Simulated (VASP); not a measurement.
# Si28C29 (a cell with a defect) in VASP: a series of runs

Aim: see how the results for Si28C29 (a cell with a defect) move with the level of theory and the settings. Levels: PBE, HSE06. Tasks: relaxation of the atoms, single point.

All numbers are computed with VASP 6.6.1; they aren't measurements. Logs are shortened: lines on timing, memory, paths and dates and some standing lists are left out, and cuts for length are marked.

## (1) The structure

The cell holds a defect, 57 atoms: a = 8.184 Å, b = 8.184 Å, c = 10.127 Å, α = 90.00°, β = 90.00°, γ = 120.00°.

## (2) Relaxation of the atoms, PBE

File INCAR:

```
PREC = Normal
ENCUT = 450
EDIFF = 1E-6
ISMEAR = 0
SIGMA = 0.01
LREAL = Auto
LASPH = True
NELM = 80
ALGO = Normal
ISIF = 2
LWAVE = False
LCHARG = False
GGA = PE
IBRION = 2
NSW = 70
EDIFFG = -0.025
ICORELEVEL = 1
NELECT = 230.0
ISYM = 0
KPAR = 4
NCORE = 2
```

File KPOINTS:

```
regular mesh
0
Gamma
  2 2 2
```

File POSCAR:

```
Si28C29
1.0
    1.5465940000      8.0363460000      0.0000000000
   -7.7329770000     -2.6787820000      0.0000000000
    0.0000000000      0.0000000000     10.1265810000
Si C
28 29
Direct
    0.3333331400      0.6666664300      0.9378460000
    0.1919727700      0.2385938200      0.9359721200
    0.6190474300      0.5238092900      0.9378460000
    0.0491371400      0.8111707100      0.9375190100
    0.4761040900      0.0923179000      0.9370459200
    0.9047617100      0.3809521400      0.9378460000
    0.7619045700      0.9523807100      0.9378460000
    0.5238097100      0.9047621400      0.4378460000
    0.3809525700      0.4761907100      0.4378460000
    0.8095240000      0.7619050000      0.4378460000
    0.2380954300      0.0476192900      0.4378460000
    0.6666668600      0.3333335700      0.4378460000
    0.0952382900      0.6190478600      0.4378460000
    0.9523811400      0.1904764300      0.4378460000
    0.2857142900      0.8571428600      0.6878980000
    0.1428571400      0.4285714300      0.6878980000
    0.5714285700      0.7142857100      0.6878980000
    0.9979896200      0.9916424100      0.6853209500
    0.4285714300      0.2857142900      0.6878980000
    0.8571428600      0.5714285700      0.6878980000
    0.7142857100      0.1428571400      0.6878980000
    0.2857142900      0.8571428600      0.1878980000
    0.1428571400      0.4285714300      0.1878980000
    0.5714285700      0.7142857100      0.1878980000
    0.0000000000      0.0000000000      0.1878980000
    0.4285714300      0.2857142900      0.1878980000
    0.8571428600      0.5714285700      0.1878980000
    0.7142857100      0.1428571400      0.1878980000
    0.3333331400      0.6666664300      0.7498070000
    0.1956319000      0.2459333100      0.7497888300
    0.6190474300      0.5238092900      0.7498070000
    0.0398694500      0.8074009100      0.7508064400
    0.4844941900      0.0940191000      0.7491328400
    0.9047617100      0.3809521400      0.7498070000
    0.7619045700      0.9523807100      0.7498070000
    0.5238097100      0.9047621400      0.2498070000
    0.3809525700      0.4761907100      0.2498070000
    0.8095240000      0.7619050000      0.2498070000
    0.2380954300      0.0476192900      0.2498070000
    0.6666668600      0.3333335700      0.2498070000
    0.0952382900      0.6190478600      0.2498070000
    0.9523811400      0.1904764300      0.2498070000
    0.2857142900      0.8571428600      0.5004470000
    0.1428571400      0.4285714300      0.5004470000
    0.5714285700      0.7142857100      0.5004470000
    0.0000000000      0.0000000000      0.5004470000
    0.4285714300      0.2857142900      0.5004470000
    0.8571428600      0.5714285700      0.5004470000
    0.7142857100      0.1428571400      0.5004470000
    0.2857142900      0.8571428600      0.0004470000
    0.1428571400      0.4285714300      0.0004470000
    0.5714285700      0.7142857100      0.0004470000
    0.0082838200      0.0057998900      0.0054122100
    0.4285714300      0.2857142900      0.0004470000
    0.8571428600      0.5714285700      0.0004470000
    0.7142857100      0.1428571400      0.0004470000
    0.2287106000      0.0560362300      0.8322264700
```

Potentials or basis: VASP PAW PBE potentials, release 64 (Si, C).

On the command line:

```console
> cat potpaw_PBE.64/Si/POTCAR potpaw_PBE.64/C/POTCAR > POTCAR
> mpirun -np 8 vasp_std > vasp.out
```

OUTCAR:

```text
PREC = Normal
   ENCUT = 450
   EDIFF = 1E-6
   ISMEAR = 0
   LREAL = Auto
   LASPH = True
   NELM = 80
   ISIF = 2
   GGA = PE
   IBRION = 2
   NSW = 70
   EDIFFG = -0.025
   NELECT = 230.0
   ISYM = 0

 ion  position               nearest neighbor table
   1  0.333  0.667  0.938-  51 1.90  50 1.90  52 1.90  29 1.90   5 3.07   4 3.09   2 3.09   3 3.09
                             7 3.09   6 3.09  16 3.10  15 3.10  17 3.10  23 3.10  22 3.10  24 3.10
   2  0.192  0.239  0.936-  53 1.88  30 1.89  54 1.89  51 1.91  57 1.97  19 3.08   3 3.08   4 3.08
                            16 3.08   1 3.09   6 3.10   5 3.10   7 3.10  26 3.11  23 3.12  25 3.12
   3  0.619  0.524  0.938-  54 1.90  52 1.90  55 1.90  31 1.90   2 3.08   6 3.09   1 3.09   7 3.09
                            19 3.10  17 3.10  20 3.10  26 3.10  24 3.10  27 3.10   4 3.11   5 3.12
   4  0.049  0.811  0.938-  50 1.89  32 1.89  55 1.91  53 1.91  57 2.09   5 3.08  18 3.08   2 3.08
                            15 3.09   1 3.09   7 3.09  22 3.10  25 3.10  20 3.10   6 3.10   3 3.11
   5  0.476  0.092  0.937-  50 1.88  56 1.89  33 1.90  54 1.92  57 2.17   1 3.07   7 3.08   4 3.08
                            15 3.08  21 3.09  22 3.10   6 3.10  28 3.10   2 3.10  19 3.10   3 3.12
   6  0.905  0.381  0.938-  56 1.90  55 1.90  51 1.90  34 1.90   3 3.09   7 3.09   1 3.09  21 3.10
                            20 3.10  16 3.10   5 3.10  28 3.10  27 3.10  23 3.10   2 3.10   4 3.10
   7  0.762  0.952  0.938-  52 1.90  56 1.90  35 1.90  53 1.96   5 3.08   3 3.09   6 3.09   1 3.09
                             4 3.09  17 3.10  21 3.10  24 3.10  28 3.10  25 3.10   2 3.10  18 3.12
   8  0.524  0.905  0.438-  49 1.90  45 1.90  43 1.90  36 1.90  11 3.09  10 3.09  12 3.09   9 3.09
                            13 3.09  14 3.09  28 3.10  24 3.10  22 3.10  21 3.10  17 3.10  15 3.10
   9  0.381  0.476  0.438-  45 1.90  47 1.90  44 1.90  37 1.90  13 3.09  12 3.09  11 3.09   8 3.09
                            14 3.09  10 3.09  24 3.10  26 3.10  23 3.10  17 3.10  19 3.10  16 3.10
  10  0.810  0.762  0.438-  46 1.90  48 1.90  45 1.90  38 1.90  18 3.05  13 3.09   8 3.09  12 3.09
                            14 3.09  11 3.09   9 3.09  25 3.10  27 3.10  24 3.10  20 3.10  17 3.10
  11  0.238  0.048  0.438-  47 1.90  43 1.90  46 1.90  39 1.90  18 3.07   8 3.09  14 3.09   9 3.09
                            13 3.09  12 3.09  10 3.09  26 3.10  22 3.10  25 3.10  19 3.10  15 3.10
  12  0.667  0.333  0.438-  48 1.90  49 1.90  47 1.90  40 1.90  14 3.09   9 3.09   8 3.09  10 3.09
                            11 3.09  13 3.09  27 3.10  28 3.10  26 3.10  20 3.10  21 3.10  19 3.10
  13  0.095  0.619  0.438-  43 1.90  44 1.90  48 1.90  41 1.90   9 3.09  10 3.09  14 3.09  11 3.09
                             8 3.09  12 3.09  22 3.10  23 3.10  27 3.10  15 3.10  16 3.10  20 3.10
  14  0.952  0.190  0.438-  44 1.90  46 1.90  49 1.90  42 1.90  12 3.09  11 3.09  13 3.09  10 3.09
                             9 3.09   8 3.09  23 3.10  25 3.10  28 3.10  16 3.10  21 3.10  18 3.11
  15  0.286  0.857  0.688-  29 1.89  43 1.90  33 1.91  32 1.95  57 2.40  18 3.06   5 3.08   4 3.09
                            17 3.09  16 3.09  19 3.09  21 3.09  20 3.09   1 3.10  13 3.10  11 3.10
  16  0.143  0.429  0.688-  30 1.86  29 1.89  34 1.89  44 1.90   2 3.08  20 3.09  19 3.09  15 3.09
                            17 3.09  21 3.09   1 3.10   6 3.10  14 3.10  13 3.10   9 3.10
  17  0.571  0.714  0.688-  35 1.89  31 1.89  29 1.89  45 1.90  18 3.07  15 3.09  20 3.09  19 3.09
                            21 3.09  16 3.09   7 3.10   3 3.10   1 3.10   9 3.10   8 3.10  10 3.10
  18  0.998  0.992  0.685-  32 1.83  46 1.87  35 1.91  30 2.00  57 2.25  20 3.03  10 3.05  15 3.06
                            17 3.07  11 3.07   4 3.08  14 3.11  19 3.12   7 3.12  21 3.13   2 3.14
  19  0.429  0.286  0.688-  30 1.87  31 1.89  47 1.90  33 1.94  57 2.30   2 3.08  21 3.09  16 3.09
                            17 3.09  15 3.09  20 3.09   3 3.10  11 3.10   9 3.10  12 3.10   5 3.10
  20  0.857  0.571  0.688-  32 1.87  34 1.89  31 1.89  48 1.90  18 3.03  16 3.09  17 3.09  21 3.09
                            19 3.09  15 3.09   6 3.10   3 3.10  12 3.10  10 3.10  13 3.10   4 3.10
  21  0.714  0.143  0.688-  33 1.82  34 1.89  35 1.89  49 1.90   5 3.09  19 3.09  20 3.09  17 3.09
                            15 3.09  16 3.09   6 3.10   7 3.10   8 3.10  12 3.10  14 3.10  18 3.13
[... 560 lines left out ...]
 Fermi energy:         9.9097757983

 k-point     1 :       0.0000    0.0000    0.0000
  band No.  band energies     occupation
      1      -7.4785      2.00000
      2      -6.4648      2.00000
      3      -6.2109      2.00000
      4      -5.6469      2.00000
      5      -5.0943      2.00000
      6      -5.0575      2.00000
[... 1029 lines left out ...]
    126      12.4920      0.00000
    127      12.6753      0.00000
 [bands above 127 left out]

[... ionic steps 4 to 64 ...]

--------------------------------------- Ionic step       65  -------------------------------------------

 number of electron     230.0000033 magnetization

------------------------ aborting loop because EDIFF is reached ----------------------------------------
[... 177 lines left out ...]
--------------------------------------- Ionic step       67  -------------------------------------------

 number of electron     230.0000033 magnetization

 Free energy of the ion-electron system (eV)
  ---------------------------------------------------
  ext. energy  EPLUGINS =         0.00000000
  ---------------------------------------------------
  free energy    TOTEN  =      -404.50652642 eV

  energy without entropy =     -404.50652642  energy(sigma->0) =     -404.50652642

 the core state eigenenergies are
   1-  1s  -1771.5228  2s   -125.3885  2p    -81.4197
   2-  1s  -1770.2495  2s   -124.3684  2p    -80.3828
   3-  1s  -1771.4397  2s   -125.3109  2p    -81.3418
   4-  1s  -1771.4999  2s   -125.3255  2p    -81.3595
   5-  1s  -1771.4990  2s   -125.3233  2p    -81.3574
   6-  1s  -1771.4976  2s   -125.3613  2p    -81.3926
[... 49 lines left out ...]
  56-  1s   -255.6868
  57-  1s   -254.0705

 E-fermi :  10.0448     XC(G=0): -11.4001

 val. band max:        9.9765257998   @ k =   0.0000   0.0000   0.5000
 cond. band min:      10.3426880799   @ k =   0.0000   0.5000   0.0000
 fundamental gap:      0.3661622800
 Fermi energy:        10.0447788310

 k-point     1 :       0.0000    0.0000    0.0000
  band No.  band energies     occupation
      1      -7.5033      2.00000
      2      -6.6037      2.00000
      3      -6.2105      2.00000
      4      -5.7263      2.00000
      5      -5.1089      2.00000
      6      -5.1007      2.00000
[... 1029 lines left out ...]
    126      12.5099      0.00000
    127      12.6467      0.00000
 [bands above 127 left out]

------------------------ aborting loop because EDIFF is reached ----------------------------------------

  FORCE on cell =-STRESS in cart. coord.  units (eV):
  Direction    XX          YY          ZZ          XY          YZ          ZX
  --------------------------------------------------------------------------------------
  -------------------------------------------------------------------------------------
  Total       35.9438443     28.2997231     49.6449292      6.6402304     -0.4112339     -0.8643212
  in kB       98.0460531     77.1947523    135.4192758     18.1129314     -1.1217459     -2.3576578
  external PRESSURE =     103.5533604 kB  Pullay stress =       0.0000000 kB
[... 72 lines left out ...]
  FREE ENERGIE OF THE ION-ELECTRON SYSTEM (eV)
  ---------------------------------------------------
  free  energy   TOTEN  =      -404.5065264165 eV

  energy  without entropy=     -404.5065264165  energy(sigma->0) =     -404.50652642

 reached required accuracy - stopping structural energy minimisation
```

It took 61 min on 8 MPI ranks of Intel Xeon Platinum 8259CL at 2.50GHz (Skylake/Cascade Lake), shared host; peak memory 0.38 GiB.

Results:

```
Free energy                  : -404.5065 eV
Energy gained by relaxing    : 79.0 meV/atom
Ionic steps                  : 67
Largest force after relaxing : 0.015 eV/Å
Band gap on the k mesh       : 0.37 eV, indirect (least direct gap 0.61 eV)
```

Forces in eV/Å, atoms in the order of the input:
```
Si  -0.009  0.007  0.002
Si  -0.009  0.000 -0.007
Si  -0.003  0.009 -0.005
Si  -0.002  0.009 -0.001
Si  -0.009 -0.003  0.000
Si  -0.008  0.003  0.005
Si  -0.005  0.002  0.001
Si   0.003 -0.003  0.003
Si   0.005 -0.004 -0.003
Si   0.005 -0.001  0.009
Si   0.010  0.002  0.002
Si   0.005  0.001 -0.003
Si  -0.002 -0.001  0.001
Si   0.009 -0.007  0.002
Si   0.002 -0.001 -0.005
Si  -0.002  0.003 -0.004
Si  -0.004  0.004  0.003
Si   0.001 -0.001  0.008
Si  -0.002  0.005 -0.007
Si   0.005  0.000  0.001
Si  -0.008  0.001  0.003
Si  -0.001  0.001 -0.008
Si  -0.006 -0.006  0.005
Si   0.001 -0.002 -0.005
Si   0.003  0.005  0.000
Si   0.001 -0.014 -0.004
Si   0.005 -0.003 -0.010
Si   0.005 -0.004 -0.006
C   -0.002  0.005 -0.005
C   -0.003  0.013  0.000
C    0.000  0.002 -0.003
C    0.000 -0.003  0.002
C   -0.003 -0.003 -0.002
C   -0.003  0.005  0.005
C   -0.006 -0.001  0.003
C    0.006 -0.004  0.002
C    0.000 -0.011  0.005
C    0.001 -0.004  0.001
C    0.004  0.002  0.010
C    0.006 -0.002 -0.004
C   -0.006 -0.002  0.001
C    0.001  0.000 -0.002
C   -0.002 -0.001 -0.005
C    0.013  0.001 -0.006
C    0.008 -0.004  0.005
C    0.003  0.007  0.005
C    0.011 -0.002 -0.005
C    0.009 -0.002  0.003
C   -0.001  0.002  0.003
C   -0.008  0.006  0.000
C   -0.002  0.004  0.007
C    0.001  0.001 -0.002
C   -0.007  0.009  0.007
C   -0.010 -0.010  0.003
C   -0.002 -0.002 -0.005
C    0.001  0.000 -0.003
C    0.004 -0.009  0.003
```

The path:
```tsv
step	energy change (eV)	largest force (eV/Å)	pressure (GPa)
1	0.0000	2.8151	9.66
3	-1.2558	2.9404	9.36
5	-1.9949	3.4242	9.47
7	-2.6405	1.3297	9.33
9	-3.0408	1.9980	9.63
11	-3.5203	1.5423	10.09
13	-3.8688	1.8881	10.00
15	-4.1118	1.6298	9.98
17	-4.3082	0.5763	10.16
19	-4.3998	0.7402	10.22
21	-4.4309	0.5887	10.23
23	-4.4488	0.4469	10.28
25	-4.4640	0.3093	10.34
27	-4.4742	0.1717	10.35
29	-4.4821	0.2891	10.35
31	-4.4865	0.2001	10.37
33	-4.4893	0.0597	10.38
35	-4.4908	0.0667	10.38
37	-4.4912	0.0745	10.38
39	-4.4914	0.0483	10.38
41	-4.4917	0.0366	10.38
43	-4.4920	0.0873	10.37
45	-4.4924	0.0614	10.37
47	-4.4929	0.1681	10.35
49	-4.4932	0.1222	10.35
51	-4.4944	0.0794	10.34
53	-4.4946	0.0933	10.34
55	-4.4971	0.0595	10.34
57	-4.4974	0.0709	10.34
59	-4.4996	0.1026	10.35
61	-4.5006	0.0467	10.35
63	-4.5012	0.0445	10.35
65	-4.5015	0.0252	10.35
67	-4.5019	0.0147	10.36
```

Final structure:
```cif
data_structure
_symmetry_space_group_name_H-M 'P 1'
_symmetry_Int_Tables_number 1
_cell_length_a 8.1838
_cell_length_b 8.1838
_cell_length_c 10.1266
_cell_angle_alpha 90.000
_cell_angle_beta 90.000
_cell_angle_gamma 120.000
_cell_volume 587.36
loop_
_atom_site_label
_atom_site_type_symbol
_atom_site_fract_x
_atom_site_fract_y
_atom_site_fract_z
_atom_site_occupancy
Si1 Si 0.33208 0.66400 0.93836 1
Si2 Si 0.19235 0.23125 0.96788 1
Si3 Si 0.61713 0.51923 0.94020 1
Si4 Si 0.04866 0.81223 0.93599 1
Si5 Si 0.47511 0.09627 0.93569 1
Si6 Si 0.90588 0.37853 0.93813 1
Si7 Si 0.76486 0.95029 0.94026 1
Si8 Si 0.52529 0.90145 0.43992 1
Si9 Si 0.38057 0.47158 0.44255 1
Si10 Si 0.80607 0.75310 0.43864 1
Si11 Si 0.24032 0.04473 0.43923 1
Si12 Si 0.67213 0.32842 0.43838 1
Si13 Si 0.09467 0.62303 0.43408 1
Si14 Si 0.95622 0.18703 0.44159 1
Si15 Si 0.28761 0.85844 0.68974 1
Si16 Si 0.13880 0.44666 0.67505 1
Si17 Si 0.57182 0.71115 0.69111 1
Si18 Si 0.00962 0.00382 0.68752 1
Si19 Si 0.41987 0.27896 0.68816 1
Si20 Si 0.85130 0.56479 0.68908 1
Si21 Si 0.72076 0.13783 0.68913 1
Si22 Si 0.28746 0.85733 0.18664 1
Si23 Si 0.14290 0.42772 0.19302 1
Si24 Si 0.56977 0.70925 0.18884 1
Si25 Si 0.99640 0.99096 0.19675 1
Si26 Si 0.43604 0.28451 0.19688 1
Si27 Si 0.85757 0.56853 0.18614 1
Si28 Si 0.71724 0.13976 0.18797 1
C1 C 0.33491 0.66991 0.75137 1
C2 C 0.18342 0.25995 0.68143 1
C3 C 0.61275 0.51751 0.75228 1
C4 C 0.04390 0.79911 0.74724 1
C5 C 0.48524 0.09394 0.74718 1
C6 C 0.90251 0.37931 0.75092 1
C7 C 0.76913 0.94930 0.75264 1
C8 C 0.52476 0.90182 0.25069 1
C9 C 0.38176 0.47332 0.25347 1
C10 C 0.80374 0.75171 0.25258 1
C11 C 0.24003 0.04464 0.25227 1
C12 C 0.67498 0.33079 0.25243 1
C13 C 0.09593 0.62191 0.24809 1
C14 C 0.95325 0.18650 0.25274 1
C15 C 0.28800 0.85547 0.50147 1
C16 C 0.14083 0.43659 0.48906 1
C17 C 0.57104 0.71048 0.50346 1
C18 C 0.99731 0.98730 0.49537 1
C19 C 0.43679 0.28169 0.49601 1
C20 C 0.85607 0.56647 0.50159 1
C21 C 0.71833 0.13789 0.50203 1
C22 C 0.28657 0.85708 0.99981 1
C23 C 0.14245 0.42885 0.00669 1
C24 C 0.57003 0.71141 0.00148 1
C25 C 0.99287 0.98938 0.01528 1
C26 C 0.43838 0.28647 0.01534 1
C27 C 0.85832 0.57006 0.99968 1
C28 C 0.71460 0.14001 0.00047 1
C29 C 0.20724 0.17747 0.80588 1
```

Levels at points of the mesh, in eV from the valence-band top:
```csv
k point,band 113,band 114,band 115,band 116,band 117,band 118
"(0.00, 0.00, 0.00)",-1.68,-0.30,-0.16,1.45,1.52,1.55
"(0.50, 0.00, 0.00)",-1.93,-0.58,-0.37,0.47,0.76,1.38
"(0.00, 0.50, 0.00)",-1.84,-0.48,-0.24,0.37,0.52,1.42
"(0.50, 0.50, 0.00)",-1.97,-0.58,-0.45,0.43,0.72,1.41
"(0.00, 0.00, 0.50)",-1.77,-0.30,0.00,1.78,1.83,1.96
"(0.50, 0.00, 0.50)",-1.96,-0.53,-0.18,0.66,0.94,1.50
"(0.00, 0.50, 0.50)",-1.79,-0.41,-0.12,0.62,0.68,1.48
"(0.50, 0.50, 0.50)",-1.90,-0.50,-0.36,0.65,0.95,1.48
```

Core levels (eV, on the scale of the bands):
| atom | levels |
| --- | --- |
| 1 Si | 1s -1771.5, 2s -125.4, 2p -81.4 |
| 2 Si | 1s -1770.2, 2s -124.4, 2p -80.4 |
| 3 Si | 1s -1771.4, 2s -125.3, 2p -81.3 |
| 4 Si | 1s -1771.5, 2s -125.3, 2p -81.4 |
| 5 Si | 1s -1771.5, 2s -125.3, 2p -81.4 |
| 6 Si | 1s -1771.5, 2s -125.4, 2p -81.4 |

Caveat: the k mesh is coarse (spacing up to 0.44 Å⁻¹), so the values aren't converged; the cell is charged against a uniform background, so pressure and absolute levels hang on convention; the cutoff is under 1.25 times the usual one of these potentials, so pressure, stress and relaxed cells hold a basis-set (Pulay) error.

(Part 1 of 2 ends here.)
